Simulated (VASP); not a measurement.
# Li (Pm-3m) in VASP: further runs

The runs below take Li through relaxation of cell and atoms, electron localisation function, with PBE, PBE+TS.

Everything below comes from runs of VASP 6.6.1. Logs are shortened: lines on timing, memory, paths and dates and some standing lists are left out, and cuts for length are marked.

**1. The crystal as given**

It takes space group Pm-3m (No. 221, cubic). Conventional cell: a = 2.732 Å, b = 2.732 Å, c = 2.732 Å, α = 90.00°, β = 90.00°, γ = 90.00°. Li (site symmetry m-3m) has 6 Li at 2.73 Å as nearest neighbours.

The cell was built by a generator and needn't be a form met in nature.

**2. Relaxation of cell and atoms, PBE**

Contents of INCAR:

```
SYSTEM = Li
ALGO = Normal ; EDIFF = 1E-6
EDIFFG = -0.02 ; ENCUT = 600
GGA = PE ; IBRION = 2
ISIF = 3 ; ISMEAR = 1
LASPH = .TRUE. ; LCHARG = .FALSE.
LREAL = .FALSE. ; LWAVE = .FALSE.
NELM = 60 ; NSW = 60
PREC = Accurate ; SIGMA = 0.1
```

Contents of KPOINTS:

```
k-points
0
G
  10 10 10
  0 0 0
```

Contents of POSCAR:

```
Li
1.0
    2.7322700000      0.0000000000      0.0000000000
    0.0000000000      2.7322700000      0.0000000000
    0.0000000000      0.0000000000      2.7322700000
Li
1
Direct
    0.5000000000      0.5000000000      0.5000000000
```

Potentials or basis: VASP PAW PBE potentials, release 64 (Li_sv).

The run is started by

```console
cat potpaw_PBE.64/Li_sv/POTCAR > POTCAR
mpirun -np 1 vasp_std > vasp.out
```

OUTCAR:

```text
SYSTEM = Li
   EDIFF = 1E-6
   EDIFFG = -0.02
   ENCUT = 600
   GGA = PE
   IBRION = 2
   ISIF = 3
   ISMEAR = 1
   LASPH = .TRUE.
   LREAL = .FALSE.
   NELM = 60
   NSW = 60
   PREC = Accurate

 ion  position               nearest neighbor table
   1  0.500  0.500  0.500-

  LATTYP: Found a simple cubic cell.
 ALAT       =     2.7322700000

  Lattice vectors:

 A1 = (   2.7322700000,   0.0000000000,   0.0000000000)
 A2 = (   0.0000000000,   2.7322700000,   0.0000000000)
 A3 = (   0.0000000000,   0.0000000000,   2.7322700000)

Analysis of symmetry for initial positions (statically):
=====================================================================
 Subroutine PRICEL returns:
 Original cell was already a primitive cell.

 Routine SETGRP: Setting up the symmetry group for a
 simple cubic supercell.

 Subroutine GETGRP returns: Found 48 space group operations
 (whereof 48 operations were pure point group operations)
 out of a pool of 48 trial point group operations.

The static configuration has the point symmetry O_h .

Analysis of symmetry for dynamics (positions and initial velocities):
=====================================================================
 Subroutine PRICEL returns:
 Original cell was already a primitive cell.

 Routine SETGRP: Setting up the symmetry group for a
 simple cubic supercell.

 Subroutine GETGRP returns: Found 48 space group operations
 (whereof 48 operations were pure point group operations)
 out of a pool of 48 trial point group operations.

The dynamic configuration has the point symmetry O_h .

 Subroutine INISYM returns: Found 48 space group operations
 (whereof 48 operations are pure point group operations),
 and found     1 'primitive' translations

----------------------------------------------------------------------------------------

                                     Primitive cell

  volume of cell :      20.3972

  direct lattice vectors                    reciprocal lattice vectors
     2.732270000  0.000000000  0.000000000     0.365996040  0.000000000  0.000000000
     0.000000000  2.732270000  0.000000000     0.000000000  0.365996040  0.000000000
     0.000000000  0.000000000  2.732270000     0.000000000  0.000000000  0.365996040

  length of vectors
     2.732270000  2.732270000  2.732270000     0.365996040  0.365996040  0.365996040

  position of ions in fractional coordinates (direct lattice)
     0.500000000  0.500000000  0.500000000

  ion indices of the primitive-cell ions
   primitive index   ion index
                 1           1

----------------------------------------------------------------------------------------

 KPOINTS: k-points

Automatic generation of k-mesh.
 Grid dimensions read from file:
 generate k-points for:   10   10   10

 Generating k-lattice:

  Cartesian coordinates                     Fractional coordinates (reciprocal lattice)
     0.036599604  0.000000000  0.000000000     0.100000000  0.000000000  0.000000000
     0.000000000  0.036599604  0.000000000     0.000000000  0.100000000  0.000000000
     0.000000000  0.000000000  0.036599604     0.000000000  0.000000000  0.100000000

  Length of vectors
     0.036599604  0.036599604  0.036599604

  Shift w.r.t. Gamma in fractional coordinates (k-lattice)
     0.000000000  0.000000000  0.000000000

 Subroutine IBZKPT returns following result:
 ===========================================

 Found     56 irreducible k-points:

 Following reciprocal coordinates:
            Coordinates               Weight
  0.000000  0.000000  0.000000      1.000000
  0.100000  0.000000  0.000000      6.000000
  0.200000  0.000000  0.000000      6.000000
  0.300000  0.000000  0.000000      6.000000
  0.400000  0.000000  0.000000      6.000000
  0.500000  0.000000  0.000000      3.000000
[... 16 lines left out ...]
  0.200000  0.100000  0.100000     24.000000
  0.300000  0.100000  0.100000     24.000000
 [... further k-points ...]
   k-points           NKPTS =     56   k-points in BZ     NKDIM =     56   number of bands    NBANDS=      5
   number of dos      NEDOS =    301   number of ions     NIONS =      1
   total plane-waves  NPLWV =  13824
   dimension x,y,z NGX =    24 NGY =   24 NGZ =   24
   dimension x,y,z NGXF=    48 NGYF=   48 NGZF=   48
   ions per type =               1
   NGX,Y,Z   is equivalent  to a cutoff of  14.60, 14.60, 14.60 a.u.
   NGXF,Y,Z  is equivalent  to a cutoff of  29.21, 29.21, 29.21 a.u.
 SYSTEM =  Li
   PREC   = accura    normal or accurate (medium, high low for compatibility)
   ISTART =      0    job   : 0-new  1-cont  2-samecut
   ICHARG =      2    charge: 1-file 2-atom 10-const
   ISPIN  =      1    spin polarized calculation?
   LNONCOLLINEAR =      F non collinear calculations
   LSORBIT =      F    spin-orbit coupling
   LASPH  =      T    aspherical Exc in radial PAW
   ENCUT  =  600.0 eV  44.10 Ry    6.64 a.u.   5.46  5.46  5.46*2*pi/ulx,y,z
   NELM   =     60;   NELMIN=  2; NELMDL= -5     # of ELM steps
   EDIFF  = 0.1E-05   stopping-criterion for ELM
   LREAL  =      F    real-space projection
   EDIFFG = -.2E-01   stopping-criterion for IOM
   NSW    =     60    number of steps for IOM
   IBRION =      2    ionic relax: 0-MD 1-quasi-New 2-CG
   NFREE  =      1    steps in history (QN), initial steepest desc. (CG)
   ISIF   =      3    stress and relaxation
   ISYM   =      2    0-nonsym 1-usesym 2-fastsym
   POTIM  = 0.5000    time-step for ionic-motion
   TEBEG  =    0.0;   TEEND  =   0.0 temperature during run
   PSTRESS=    0.0 pullay stress
   NELECT =       3.0000    total number of electrons
   NUPDOWN=      -1.0000    fix difference up-down
   EMIN   =  10.00;   EMAX   =-10.00  energy-range for DOS
   EFERMI =   0.00;   METHOD = LEGACY
   ISMEAR =     1;   SIGMA  =   0.10  broadening in eV -4-tet -1-fermi 0-gaus
   EFERMI_NEDOS =   21; number of points for ismear=-14 and -15
   IALGO  =     38    algorithm
   IMIX   =      4    mixing-type and parameters
     AMIX     =   0.40;   BMIX     =  1.00
     AMIX_MAG =   1.60;   BMIX_MAG =  1.00
  volume/ion in A,a.u.               =      20.40       137.65
  Fermi-wavevector in a.u.,A,eV,Ry     =   0.864155  1.633016 10.160339  0.746764
  Thomas-Fermi vector in A             =   1.982210
   LORBIT       =      0    0 simple, 1 ext, 2 COOP (PROOUT), +10 PAW based schemes
   GGA     = PE    functional components
   LHFCALC =     F    Hartree Fock is set to
   AEXX    =    0.0000 exact exchange contribution
   IVDW    =     0    specifies the selected vdW correction
   LEPSILON=     F    determine dielectric tensor
   LRPA    =     F    only Hartree local field effects (RPA)
 conjugate gradient relaxation of ions
 non-spin polarized calculation
 Methfessel and Paxton  Order N= 1 SIGMA  =   0.10
  energy-cutoff  :      600.00
  volume of cell :       20.40
 maximum number of plane-waves:       697
 NGX is ok and might be reduce to    24
   NGX = 11   NGY = 11   NGZ = 11

 number of electron       3.0000001 magnetization

 Free energy of the ion-electron system (eV)
  ---------------------------------------------------
  ext. energy  EPLUGINS =         0.00000000
  ---------------------------------------------------
  free energy    TOTEN  =        -1.78682345 eV

  energy without entropy =       -1.78647921  energy(sigma->0) =       -1.78670870

 E-fermi :   0.6488     XC(G=0):  -7.0267

 val. band max:        0.6425788987   @ k =   0.5000   0.2000   0.0000
 cond. band min:       0.6826280023   @ k =   0.4000   0.2000   0.2000
 fundamental gap:      0.0400491036
 Fermi energy:         0.6487724321

 k-point     1 :       0.0000    0.0000    0.0000
  band No.  band energies     occupation
      1     -46.2097      2.00000
      2      -2.9130      2.00000
      3      12.5252      0.00000
      4      12.5252      0.00000
      5      12.5252      0.00000

 k-point     2 :       0.1000    0.0000    0.0000
  band No.  band energies     occupation
      1     -46.2077      2.00000
      2      -2.7643      2.00000
      3      10.3971      0.00000
      4      12.7007      0.00000
      5      12.7007      0.00000

 k-point     3 :       0.2000    0.0000    0.0000
  band No.  band energies     occupation
      1     -46.2024      2.00000
      2      -2.3220      2.00000
      3       7.7294      0.00000
      4      13.2156      0.00000
      5      13.2156      0.00000

 k-point     4 :       0.3000    0.0000    0.0000
  band No.  band energies     occupation
      1     -46.1958      2.00000
      2      -1.6080      2.00000
      3       5.3830      0.00000
      4      14.0200      0.00000
      5      14.0200      0.00000

 k-point     5 :       0.4000    0.0000    0.0000
  band No.  band energies     occupation
      1     -46.1905      2.00000
      2      -0.7113      2.00000
      3       3.5017      0.00000
      4      14.9456      0.00000
      5      14.9456      0.00000

 k-point     6 :       0.5000    0.0000    0.0000
  band No.  band energies     occupation
      1     -46.1885      2.00000
      2      -0.1312      2.00000
      3       2.5931     -0.00000
      4      15.4484      0.00000
      5      15.4484      0.00000
[... 113 lines left out ...]
 k-point    21 :       0.5000    0.5000    0.0000
  band No.  band energies     occupation
      1     -46.1686      2.00000
      2       3.7406      0.00000
      3       3.7406      0.00000
      4       6.2651      0.00000
      5       8.9067      0.00000

 k-point    22 :       0.1000    0.1000    0.1000
  band No.  band energies     occupation
      1     -46.2038      2.00000
      2      -2.4626      2.00000
      3      10.1659      0.00000
      4      10.1659      0.00000
      5      12.5787      0.00000

 k-point    23 :       0.2000    0.1000    0.1000
  band No.  band energies     occupation
      1     -46.1985      2.00000
      2      -2.0125      2.00000
      3       7.8215      0.00000
      4      10.7134      0.00000
      5      12.9062      0.00000

 k-point    24 :       0.3000    0.1000    0.1000
  band No.  band energies     occupation
      1     -46.1920      2.00000
      2      -1.2839      2.00000
      3       5.5650      0.00000
      4      11.5885      0.00000
      5      13.6176      0.00000

 [... further k-points ...]

------------------------ aborting loop because EDIFF is reached ----------------------------------------

  FORCE on cell =-STRESS in cart. coord.  units (eV):
  Direction    XX          YY          ZZ          XY          YZ          ZX
  --------------------------------------------------------------------------------------
  -------------------------------------------------------------------------------------
  Total       -0.0113212     -0.0113212     -0.0113212     -0.0000000     -0.0000000      0.0000000
  in kB       -0.8892658     -0.8892658     -0.8892658     -0.0000000     -0.0000000      0.0000000
  external PRESSURE =      -0.8892658 kB  Pullay stress =       0.0000000 kB

 VOLUME and BASIS-vectors are now :
 -----------------------------------------------------------------------------
  energy-cutoff  :      600.00
  volume of cell :       20.40
      direct lattice vectors                 reciprocal lattice vectors
     2.732270000  0.000000000  0.000000000     0.365996040  0.000000000  0.000000000
     0.000000000  2.732270000  0.000000000     0.000000000  0.365996040  0.000000000
     0.000000000  0.000000000  2.732270000     0.000000000  0.000000000  0.365996040

 POSITION                                       TOTAL-FORCE (eV/Angst)
 -----------------------------------------------------------------------------------
      1.36614      1.36614      1.36614         0.000000      0.000000      0.000000
 -----------------------------------------------------------------------------------
    total drift:                                0.000000      0.000000     -0.000000

  FREE ENERGIE OF THE ION-ELECTRON SYSTEM (eV)
  ---------------------------------------------------
  free  energy   TOTEN  =        -1.7868234470 eV

  energy  without entropy=       -1.7864792071  energy(sigma->0) =       -1.78670870

 reached required accuracy - stopping structural energy minimisation
```

Wall time 3.1 s (1 thread of Intel Xeon Platinum 8488C (Sapphire Rapids), shared host); peak memory 0.13 GiB.

What came out:

- Free energy: -1.7868 eV
- Pressure after relaxing: -0.1 GPa
- Band gap on the k mesh: none (metal or under the smearing width)

Final structure:
```
Li
1.0
     2.73227    0.00000    0.00000
     0.00000    2.73227    0.00000
     0.00000    0.00000    2.73227
Li
1
Direct
  0.50000 0.50000 0.50000
```

Caveat: the cutoff is under 1.25 times the usual one of these potentials, so pressure, stress and relaxed cells hold a basis-set (Pulay) error; the relaxation stopped at its first step, so nothing moved.

**3. Electron localisation function, PBE+TS**

Contents of INCAR:

```
ALGO     = Fast           # electronic algorithm
EDIFF    = 1E-4           # SCF threshold, eV
ENCUT    = 520            # plane-wave cutoff, eV
GGA      = PE             # functional
ISIF     = 2              # what is computed and relaxed
ISMEAR   = 1              # smearing method
IVDW     = 2              # dispersion correction
LASPH    = T              # aspherical terms in the spheres
LCHARG   = T              # write CHGCAR
LELF     = T              # ELF
LREAL    = F              # projectors in reciprocal space
LWAVE    = F              # write WAVECAR
NELM     = 80             # most SCF steps
PREC     = Normal         # precision mode
SIGMA    = 0.2            # smearing width, eV
```

Contents of KPOINTS:

```
k-points
0
Gamma
  10 10 10
```

POSCAR is that of step 2.

Potentials or basis: VASP PAW PBE potentials, release 64 (Li_sv).

The run is started by

```console
cat potpaw_PBE.64/Li_sv/POTCAR > POTCAR
mpirun -np 1 vasp_std > vasp.out
```

Wall time 2.4 s (1 thread of Intel Xeon Platinum 8488C (Sapphire Rapids), shared host); peak memory 0.11 GiB.

The run converged, but some of its settings lie outside the range that counts as converged (typed here: PREC = Normal; EDIFF = 0.0001), so its numbers aren't taken as properties of the crystal.

Results:

| Item | Value |
| --- | --- |
| Free energy | -3.0006 eV |
| Band gap on the k mesh | none (metal or under the smearing width) |
| Dispersion energy per atom | -1.214 eV |

Caveat: the cutoff is under 1.25 times the usual one of these potentials, so pressure, stress and relaxed cells hold a basis-set (Pulay) error; atom-pairwise D2, TS and ULG terms overbind metals; pairwise dispersion overbinds metals, which lowers pressure and volume.

**4. The reference run**

An earlier run on the cell as given: functional PBE; potentials or basis VASP PAW PBE potentials, release 64 (Li_sv); cutoff 520 eV; k mesh 10 × 10 × 10; occupations fermi-dirac, width 0.05 eV; no spin polarisation.

- Band gap on the k mesh: none (metal or under the smearing width)
